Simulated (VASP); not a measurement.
# Te2Pt (P-3m1) in VASP: notebook

The runs below take Te2Pt through relaxation of cell and atoms, with PBE+D3(BJ).

All numbers are computed with VASP 6.6.1; they aren't measurements. Logs are shortened: lines on timing, memory, paths and dates and some standing lists are left out, and cuts for length are marked.

**1. The crystal as given**

It takes space group P-3m1 (No. 164, trigonal). Conventional cell: a = 4.010 Å, b = 4.010 Å, c = 5.201 Å, α = 90.00°, β = 90.00°, γ = 120.00°. Te (site symmetry 3m) is surrounded by 3 Pt at 2.66 Å. Around Pt (site symmetry -3m) lie 6 Te at 2.66 Å.

**2. Relaxation of cell and atoms, PBE+D3(BJ)**

The input, INCAR:

```
SYSTEM = Te2Pt
ALGO     = Fast           ! electronic algorithm
EDIFF    = 1E-7           ! SCF threshold, eV
EDIFFG   = -0.002         ! ionic threshold
ENCUT    = 520            ! plane-wave cutoff, eV
GGA      = PE             ! functional
IBRION   = 2              ! ionic algorithm
ISIF     = 3              ! what is computed and relaxed
ISMEAR   = 0              ! smearing method
IVDW     = 12             ! dispersion correction
KPAR     = 4            
LASPH    = .True.         ! aspherical terms in the spheres
LCHARG   = .False.        ! write CHGCAR
LREAL    = .False.        ! projectors in reciprocal space
LWAVE    = .False.        ! write WAVECAR
NELM     = 100            ! most SCF steps
NSW      = 80             ! ionic steps
PREC     = Accurate       ! precision mode
SIGMA    = 0.02           ! smearing width, eV
```

The input, KPOINTS:

```
k-points
0
Gamma
  9 9 6
  0 0 0
```

The input, POSCAR:

```
Te2Pt
1.0
    4.0100000000      0.0000000000      0.0000000000
   -2.0050000000      3.4727618700      0.0000000000
    0.0000000000      0.0000000000      5.2010000000
Te Pt
2 1
Direct
    0.3333333300      0.6666666700      0.2500000000
    0.6666666700      0.3333333300      0.7500000000
    0.0000000000      0.0000000000      0.0000000000
```

Potentials or basis: VASP PAW PBE potentials, release 64 (Te, Pt).

On the command line:

```bash
cat potpaw_PBE.64/Te/POTCAR potpaw_PBE.64/Pt/POTCAR > POTCAR
mpirun -np 4 vasp_std > vasp.out
```

OUTCAR:

```text
SYSTEM = Te2Pt
   EDIFF = 1E-7
   EDIFFG = -0.002
   ENCUT = 520
   GGA = PE
   IBRION = 2
   ISIF = 3
   ISMEAR = 0
   IVDW = 12
   LASPH = .True.
   LREAL = .False.
   NELM = 100
   NSW = 80
   PREC = Accurate
 IVDW          = 12

 ion  position               nearest neighbor table
   1  0.333  0.667  0.250-   3 2.66   3 2.66   3 2.66   2 3.48   2 3.48   2 3.48   2 3.48   2 3.48
                             2 3.48
   2  0.667  0.333  0.750-   3 2.66   3 2.66   3 2.66   1 3.48   1 3.48   1 3.48   1 3.48   1 3.48
                             1 3.48
   3  0.000  0.000  0.000-   1 2.66   2 2.66   2 2.66   1 2.66   2 2.66   1 2.66

  LATTYP: Found a hexagonal cell.
 ALAT       =     4.0100000000
 C/A-ratio  =     1.2970074813

  Lattice vectors:

 A1 = (   4.0100000000,   0.0000000000,   0.0000000000)
 A2 = (  -2.0050000000,   3.4727618700,   0.0000000000)
 A3 = (   0.0000000000,   0.0000000000,   5.2010000000)

Analysis of symmetry for initial positions (statically):
=====================================================================
 Subroutine PRICEL returns:
 Original cell was already a primitive cell.

 Routine SETGRP: Setting up the symmetry group for a
 hexagonal supercell.

 Subroutine GETGRP returns: Found 12 space group operations
 (whereof 12 operations were pure point group operations)
 out of a pool of 24 trial point group operations.

The static configuration has the point symmetry D_3d.

Analysis of symmetry for dynamics (positions and initial velocities):
=====================================================================
 Subroutine PRICEL returns:
 Original cell was already a primitive cell.

 Routine SETGRP: Setting up the symmetry group for a
 hexagonal supercell.

 Subroutine GETGRP returns: Found 12 space group operations
 (whereof 12 operations were pure point group operations)
 out of a pool of 24 trial point group operations.

The dynamic configuration has the point symmetry D_3d.

 Subroutine INISYM returns: Found 12 space group operations
 (whereof 12 operations are pure point group operations),
 and found     1 'primitive' translations

----------------------------------------------------------------------------------------

                                     Primitive cell

  volume of cell :      72.4280

  direct lattice vectors                    reciprocal lattice vectors
     4.010000000  0.000000000  0.000000000     0.249376559  0.143977623  0.000000000
    -2.005000000  3.472761870  0.000000000     0.000000000  0.287955246  0.000000000
     0.000000000  0.000000000  5.201000000     0.000000000  0.000000000  0.192270717

  length of vectors
     4.010000000  4.010000001  5.201000000     0.287955246  0.287955246  0.192270717

  position of ions in fractional coordinates (direct lattice)
     0.333333330  0.666666670  0.250000000
     0.666666670  0.333333330  0.750000000
     0.000000000  0.000000000  0.000000000

  ion indices of the primitive-cell ions
   primitive index   ion index
                 1           1
                 2           2
                 3           3

----------------------------------------------------------------------------------------

 KPOINTS: k-points

Automatic generation of k-mesh.
 Grid dimensions read from file:
 generate k-points for:    9    9    6

 Generating k-lattice:

  Cartesian coordinates                     Fractional coordinates (reciprocal lattice)
     0.027708507  0.015997514  0.000000000     0.111111111  0.000000000  0.000000000
     0.000000000  0.031995027  0.000000000     0.000000000  0.111111111  0.000000000
     0.000000000  0.000000000  0.032045120     0.000000000  0.000000000  0.166666667

  Length of vectors
     0.031995027  0.031995027  0.032045120

  Shift w.r.t. Gamma in fractional coordinates (k-lattice)
     0.000000000  0.000000000  0.000000000

 Subroutine IBZKPT returns following result:
 ===========================================

 Found     62 irreducible k-points:

 Following reciprocal coordinates:
            Coordinates               Weight
  0.000000  0.000000  0.000000      1.000000
  0.111111 -0.000000  0.000000      6.000000
  0.222222  0.000000  0.000000      6.000000
  0.333333  0.000000  0.000000      6.000000
  0.444444  0.000000  0.000000      6.000000
  0.111111  0.111111  0.000000      6.000000
[... 16 lines left out ...]
  0.222222  0.111111  0.166667     12.000000
 -0.111111  0.333333  0.166667     12.000000
 [... further k-points ...]
   k-points           NKPTS =     62   k-points in BZ     NKDIM =     62   number of bands    NBANDS=     15
   number of dos      NEDOS =    301   number of ions     NIONS =      3
   total plane-waves  NPLWV =  36000
   dimension x,y,z NGX =    30 NGY =   30 NGZ =   40
   dimension x,y,z NGXF=    60 NGYF=   60 NGZF=   80
   ions per type =               2   1
   NGX,Y,Z   is equivalent  to a cutoff of  12.44, 12.44, 12.79 a.u.
   NGXF,Y,Z  is equivalent  to a cutoff of  24.87, 24.87, 25.57 a.u.
 SYSTEM =  Te2Pt
   PREC   = accura    normal or accurate (medium, high low for compatibility)
   ISTART =      0    job   : 0-new  1-cont  2-samecut
   ICHARG =      2    charge: 1-file 2-atom 10-const
   ISPIN  =      1    spin polarized calculation?
   LNONCOLLINEAR =      F non collinear calculations
   LSORBIT =      F    spin-orbit coupling
   LASPH  =      T    aspherical Exc in radial PAW
   ENCUT  =  520.0 eV  38.22 Ry    6.18 a.u.   7.46  7.46  9.67*2*pi/ulx,y,z
   NELM   =    100;   NELMIN=  2; NELMDL= -5     # of ELM steps
   EDIFF  = 0.1E-06   stopping-criterion for ELM
   LREAL  =      F    real-space projection
   EDIFFG = -.2E-02   stopping-criterion for IOM
   NSW    =     80    number of steps for IOM
   IBRION =      2    ionic relax: 0-MD 1-quasi-New 2-CG
   NFREE  =      1    steps in history (QN), initial steepest desc. (CG)
   ISIF   =      3    stress and relaxation
   ISYM   =      2    0-nonsym 1-usesym 2-fastsym
   POTIM  = 0.5000    time-step for ionic-motion
   TEBEG  =    0.0;   TEEND  =   0.0 temperature during run
   PSTRESS=    0.0 pullay stress
   NELECT =      22.0000    total number of electrons
   NUPDOWN=      -1.0000    fix difference up-down
   EMIN   =  10.00;   EMAX   =-10.00  energy-range for DOS
   EFERMI =   0.00;   METHOD = LEGACY
   ISMEAR =     0;   SIGMA  =   0.02  broadening in eV -4-tet -1-fermi 0-gaus
   EFERMI_NEDOS =   21; number of points for ismear=-14 and -15
   IALGO  =     68    algorithm
   IMIX   =      4    mixing-type and parameters
     AMIX     =   0.40;   BMIX     =  1.00
     AMIX_MAG =   1.60;   BMIX_MAG =  1.00
  volume/ion in A,a.u.               =      24.14       162.92
  Fermi-wavevector in a.u.,A,eV,Ry     =   1.100475  2.079597 16.477281  1.211046
  Thomas-Fermi vector in A             =   2.236887
   LORBIT       =      0    0 simple, 1 ext, 2 COOP (PROOUT), +10 PAW based schemes
   GGA     = PE    functional components
   LHFCALC =     F    Hartree Fock is set to
   AEXX    =    0.0000 exact exchange contribution
   IVDW    =    12    specifies the selected vdW correction
   LEPSILON=     F    determine dielectric tensor
   LRPA    =     F    only Hartree local field effects (RPA)
 conjugate gradient relaxation of ions
 non-spin polarized calculation
 RMM-DIIS sequential band-by-band and
 Gauss-broadening in eV      SIGMA  =   0.02
  energy-cutoff  :      520.00
  volume of cell :       72.43
 maximum number of plane-waves:      1978
 NGX is ok and might be reduce to    30

--------------------------------------- Ionic step        1  -------------------------------------------

 number of electron      21.9999997 magnetization

 Free energy of the ion-electron system (eV)
  ---------------------------------------------------
  ext. energy  EPLUGINS =         0.00000000
  ---------------------------------------------------
  free energy    TOTEN  =       -13.42930739 eV

  energy without entropy =      -13.42885335  energy(sigma->0) =      -13.42908037

------------------------ aborting loop because EDIFF is reached ----------------------------------------

 Edisp (eV)   -1.69327

 E8    (eV) :    -0.7764

  FORCE on cell =-STRESS in cart. coord.  units (eV):
  Direction    XX          YY          ZZ          XY          YZ          ZX
  --------------------------------------------------------------------------------------
  -------------------------------------------------------------------------------------
  Total       2.33073     2.33073     1.50069     0.00000     0.00000     0.00000
  in kB      51.55808    51.55808    33.19677     0.00000     0.00000     0.00000
  external pressure =       45.44 kB  Pullay stress =        0.00 kB
[... 100 lines left out ...]
  FREE ENERGIE OF THE ION-ELECTRON SYSTEM (eV)
  ---------------------------------------------------
  free  energy   TOTEN  =       -15.1827531635 eV

  energy  without entropy=      -15.1822186208  energy(sigma->0) =      -15.18248589

[... ionic steps 4 to 20 ...]

--------------------------------------- Ionic step       21  -------------------------------------------

 number of electron      21.9999996 magnetization

------------------------ aborting loop because EDIFF is reached ----------------------------------------

 Edisp (eV)   -1.70026

 E8    (eV) :    -0.7804
[... 71 lines left out ...]
  energy  without entropy=      -15.2196026552  energy(sigma->0) =      -15.21968723

--------------------------------------- Ionic step       23  -------------------------------------------

 number of electron      21.9999996 magnetization

 Free energy of the ion-electron system (eV)
  ---------------------------------------------------
  ext. energy  EPLUGINS =         0.00000000
  ---------------------------------------------------
  free energy    TOTEN  =       -13.51963676 eV

  energy without entropy =      -13.51946561  energy(sigma->0) =      -13.51955118

 E-fermi :   8.8850     XC(G=0): -10.6260

 val. band max:        8.8758759444   @ k =   0.4444   0.1111   0.0000
 cond. band min:       8.9037224721   @ k =   0.1111   0.1111   0.5000
 fundamental gap:      0.0278465277
 Fermi energy:         8.8849988619

 k-point     1 :       0.0000    0.0000    0.0000
  band No.  band energies     occupation
      1      -5.2318      2.00000
      2      -1.6110      2.00000
      3       2.1171      2.00000
      4       3.2055      2.00000
      5       3.2055      2.00000
      6       5.1751      2.00000
      7       5.1751      2.00000
      8       6.2274      2.00000
      9       8.3820      2.00000
     10       8.3820      2.00000
     11       9.6592      0.00000
     12       9.6592      0.00000
     13      10.4863      0.00000
     14      11.4640      0.00000
     15      13.0792      0.00000
[... 397 lines left out ...]
 k-point    24 :      -0.1111    0.3333    0.1667
  band No.  band energies     occupation
      1      -4.2586      2.00000
      2      -2.2743      2.00000
      3       2.6179      2.00000
      4       3.4679      2.00000
      5       3.6603      2.00000
      6       4.3531      2.00000
      7       4.9518      2.00000
      8       5.4931      2.00000
      9       6.5048      2.00000
     10       6.9361      2.00000
     11       8.5997      2.00000
     12       9.2113      0.00000
     13      10.1715      0.00000
     14      12.6640      0.00000
     15      14.2195      0.00000

 [... further k-points ...]

------------------------ aborting loop because EDIFF is reached ----------------------------------------

 Edisp (eV)   -1.70014

 E8    (eV) :    -0.7803

  FORCE on cell =-STRESS in cart. coord.  units (eV):
  Direction    XX          YY          ZZ          XY          YZ          ZX
  --------------------------------------------------------------------------------------
  -------------------------------------------------------------------------------------
  Total       0.00045     0.00045    -0.00124    -0.00000     0.00000     0.00000
  in kB       0.01004     0.01004    -0.02736    -0.00000     0.00000     0.00000
  external pressure =       -0.00 kB  Pullay stress =        0.00 kB
[... 18 lines left out ...]
  FREE ENERGIE OF THE ION-ELECTRON SYSTEM (eV)
  ---------------------------------------------------
  free  energy   TOTEN  =       -15.2197762575 eV

  energy  without entropy=      -15.2196051149  energy(sigma->0) =      -15.21969069

 reached required accuracy - stopping structural energy minimisation
```

It took 6.9 min on 4 MPI ranks of Intel Xeon Platinum 8375C at 2.90GHz (Ice Lake), shared host; peak memory 0.25 GiB.

Results:

```yaml
Free_energy: -15.2198 eV
Relaxed_volume: 24.11 Å³/atom
Relaxed_cell: a = 4.050 Å, b = 4.050 Å, c = 5.091 Å, α = 90.00°, β = 90.00°, γ = 120.00°
Space_group_after_relaxing_to_0.05_Å: P-3m1 (No. 164)
Energy_gained_by_relaxing: 32.4 meV/atom
Ionic_steps: 23
Pressure_after_relaxing: 0.0 GPa
Band_gap_on_the_k_mesh: none (metal or under the smearing width)
Dispersion_energy_per_atom: -0.567 eV
```

Step by step:
```tsv
step	energy change (eV)	largest force (eV/Å)	pressure (GPa)	volume (Å³)
1	0.0000	1.0506	4.54	72.43
2	0.0654	0.4480	-7.02	79.84
3	-0.0602	0.3580	-0.93	75.29
4	-0.0602	0.3699	-0.84	75.23
5	-0.0764	0.2805	-0.62	74.43
6	-0.0923	0.0723	-0.05	73.00
7	-0.0933	0.0091	0.20	72.50
8	-0.0959	0.0979	-0.43	72.58
9	-0.0959	0.0983	-0.43	72.58
10	-0.0960	0.0235	0.66	71.74
11	-0.0970	0.0360	0.12	72.15
12	-0.0971	0.0230	-0.04	72.29
13	-0.0971	0.0232	-0.04	72.29
14	-0.0972	0.0061	0.09	72.24
15	-0.0972	0.0014	0.06	72.26
16	-0.0972	0.0037	0.00	72.33
17	-0.0972	0.0041	-0.01	72.34
18	-0.0972	0.0032	0.01	72.34
19	-0.0972	0.0029	0.01	72.33
20	-0.0972	0.0022	0.01	72.33
21	-0.0972	0.0032	0.02	72.33
22	-0.0972	0.0037	-0.03	72.36
23	-0.0972	0.0018	0.00	72.34
```

Final structure:
```
CELL_PARAMETERS angstrom
4.05049 0.00000 0.00000
-2.02524 3.50783 0.00000
0.00000 0.00000 5.09129
ATOMIC_POSITIONS crystal
Te 0.33333 0.66667 0.26647
Te 0.66667 0.33333 0.73353
Pt 0.00000 0.00000 0.00000
```

Caveat: pairwise dispersion overbinds metals, which lowers pressure and volume. Spin-orbit coupling is left out, which matters for the levels of Pt, Te.

**3. Relaxation of cell and atoms, PBE+D3(BJ)**

This run uses another cell than the first one, of the same volume but with other edges.

INCAR is that of step 2.

KPOINTS is that of step 2.

The input, POSCAR:

```
Te2Pt                                   
1.0
    4.0504896228      0.0000000000     -0.0000000000
   -2.0252448114      3.5078269120      0.0000000000
   -0.0000000000     -0.0000000000      5.0912853863
  Te              Pt            
     2     1
Direct
     0.3333333300000021    0.6666666699999979    0.2664676192308673
     0.6666666699999979    0.3333333300000021    0.7335323807691327
     0.0000000000000000    0.0000000000000000    0.0000000000000000
```

Potentials or basis: VASP PAW PBE potentials, release 64 (Te, Pt).

On the command line:

```bash
cat potpaw_PBE.64/Te/POTCAR potpaw_PBE.64/Pt/POTCAR > POTCAR
mpirun -np 4 vasp_std > vasp.out
```

Wall time 49 s (4 MPI ranks of Intel Xeon Platinum 8375C at 2.90GHz (Ice Lake), shared host); peak memory 0.23 GiB.

The run converged. Its results:

```yaml
Free_energy: -15.2198 eV
Pressure_after_relaxing: 0.0 GPa
Band_gap_on_the_k_mesh: none (metal or under the smearing width)
Dispersion_energy_per_atom: -0.567 eV
```

Final structure:
```
Te Pt
1.0
     4.05049    0.00000    0.00000
    -2.02524    3.50783    0.00000
     0.00000    0.00000    5.09129
Te Pt
2 1
Direct
  0.33333 0.66667 0.26647
  0.66667 0.33333 0.73353
  0.00000 0.00000 0.00000
```

Levels at points of the mesh, in eV from the Fermi level:
```
           k point  band 7  band 8  band 9  band 10  band 11  band 12  band 13  band 14  band 15
(0.00, 0.00, 0.00)   -3.71   -2.66   -0.50    -0.50     0.77     0.77     1.60     2.58     4.19
(0.00, 0.00, 0.50)   -3.75   -2.27   -1.38    -1.36    -1.36     2.24     2.24     4.21     4.93
```

Caveat: the relaxation stopped at its first step, so nothing moved; pairwise dispersion overbinds metals, which lowers pressure and volume.
